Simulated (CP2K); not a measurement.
# TiO2 in CP2K: the effect of method

TiO2:

```
Ti O
1.0
     4.59984    0.00000    0.00000
     0.00000    4.59984    0.00000
     0.00000    0.00000    2.95921
Ti O
2 4
Direct
  0.01392 0.00173 0.50114
  0.49566 0.49938 0.99634
  0.30137 0.28926 0.51933
  0.20451 0.80830 0.97988
  0.80856 0.19322 0.02179
  0.71161 0.69669 0.48191
```

The cell is a database's computed one.

The cell isn't the ideal one: atoms moved at random, drawn with an rms of 0.1 Å.

Alike in all runs:

```yaml
Program: CP2K 2026.2
Task: single point
Functional: PBE
Potentials_or_basis: POTENTIAL_UZH Ti GTH-PBE-q12, O GTH-PBE-q6; DZVP-MOLOPT-PBE-GTH basis
k_mesh: 6 × 6 × 9
Occupations: fermi-dirac, width 0.05 eV
Spin: no spin polarisation
```

| method | largest force (eV/Å) |
| --- | --- |
| GPW | ? |
| GAPW | 1.95 |
| GAPW_XC | 1.95 |

Question: What does the run with method GPW give?

Answer: Largest force 2.03 eV/Å.

Caveats: an odd mesh through Γ misses points on the zone boundary, where band edges often lie; the basis of atomic orbitals isn't converged, which shifts pressures, moduli and gaps.
